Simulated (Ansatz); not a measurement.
# KCl: the cost of one run

Computed with Ansatz 0.2.0 (DFT PBE, scalar-relativistic, plane waves, PAW, unless a step's input says otherwise).

1 further run of the same task is left out (set aside as unsound or not needed).

### Step 1. The starting structure

The structure is cubic, space group Fm-3m (No. 225). Conventional cell: a = 6.312 Å, b = 6.312 Å, c = 6.312 Å, α = 90.00°, β = 90.00°, γ = 90.00°. Around K (site symmetry m-3m) lie 6 Cl at 3.16 Å. Cl (site symmetry m-3m) has 6 K at 3.16 Å as nearest neighbours.

Coordinates:

```cif
data_structure
_symmetry_space_group_name_H-M 'P 1'
_symmetry_Int_Tables_number 1
_cell_length_a 4.4634
_cell_length_b 4.4634
_cell_length_c 4.4634
_cell_angle_alpha 60.000
_cell_angle_beta 60.000
_cell_angle_gamma 60.000
_cell_volume 62.88
loop_
_atom_site_label
_atom_site_type_symbol
_atom_site_fract_x
_atom_site_fract_y
_atom_site_fract_z
_atom_site_occupancy
K1 K 0.00000 0.00000 0.00000 1
Cl1 Cl 0.50000 0.50000 0.50000 1
```

The structure comes from the Crystallography Open Database.

### Step 2. A change within the space group

The change: strain xx, yy, zz, yz, xz, xy = +2.3, +2.3, +2.3, +0.0, +0.0, +0.0 %.

File input.yaml:

```yaml
crystal:
  lattice:
    - [0.0, 3.227838153, 3.227838153]
    - [3.227838153, 0.0, 3.227838153]
    - [3.227838153, 3.227838153, 0.0]
  atoms:
    - { symbol: K, position: [0.0, 0.0, 0.0] }
    - { symbol: Cl, position: [0.5, 0.5, 0.5] }
basis:
  ecutwfc: 420
kpoints:
  mp_grid: { grid: [6, 6, 6] }
hamiltonian:
  xc: pbe
scf:
  occupations: { method: gaussian, width: 0.02 }
output:
  forces: true
  stress: true
  eigenvalues: true
  populations: true
```

Started as:

```console
> ansatz run input.yaml --threads 1 --pin off --max-ram 1331MiB --backend cpu --events-out ev --progress --plain --runs-dir out
```

What time and memory should one allow on 1 thread of an x86-64 CPU, shared host?

About 1.9 s, with a peak of 0.43 GiB.
